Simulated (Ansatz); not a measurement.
Crystal: SrO.

```
Sr O
1.0
     0.00000    2.56630    2.56630
     2.56630    0.00000    2.56630
     2.56630    2.56630    0.00000
Sr O
1 1
Direct
  0.50000 0.50000 0.50000
  0.00000 0.00000 0.00000
```

Program: Ansatz 0.2.0. Alike in all runs: cell as given. Hardware: 1 thread of Arm Neoverse V1 (shared host).

Q: Order these runs on this cell by their wall time, lowest first.
A. task single point; level LDA; potentials or basis all-electron LAPW, relativistic spinors; spin SOC, no magnetisation; k mesh 7 × 7 × 7; cutoff (eV) 220; smearing gaussian 0.01 eV; basis error allowed 0.001 eV/atom; mesh quality not flagged
B. task band structure; level BLYP; potentials or basis all-electron LAPW, scalar-relativistic; spin off; k mesh 9 × 9 × 9; cutoff (eV) 217; smearing fermi-dirac 0.05 eV; basis error allowed 0.001 eV/atom; mesh quality not flagged
C. task single point; level PBE; potentials or basis all-electron LAPW, scalar-relativistic; spin off; k mesh 4 × 4 × 4; cutoff (eV) 190; smearing fermi-dirac 0.04 eV; basis error allowed 0.003 eV/atom; mesh quality coarse

A: C (2.3 s), B (9.9 s), A (31 s).

Caveats: some runs use coarse meshes.
